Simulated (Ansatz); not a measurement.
Program: Ansatz. Geometries: PBE0-D4/def2-TZVP. ΔE: electronic, gas phase. CCSD(T)/CBS is the MP2 limit (def2-TZVPP, def2-QZVPP) plus CCSD(T) − MP2 in def2-TZVPP, frozen cores. This one scheme is used for every species. One conformer a species, not always the lowest.

`C=[CH][AlH2]` + `CCCS` → `CCC[S][AlH2]` + `C=C`  (ligand exchange at the Al–C bond)

```tsv
species	CCSD(T)/CBS(def2) energy (Eh)
`C=[CH][AlH2]`	-321.08307
`CCCS`	-516.75202
`CCC[S][AlH2]`	-759.39600
`C=C`	-78.48111
```

Q: Work out ΔE.

A: ΔE = (-759.39600) + (-78.48111) − (-321.08307) − (-516.75202) = -0.04202 Eh = -110.3 kJ/mol.

Largest T1 diagnostic among the species: 0.011.
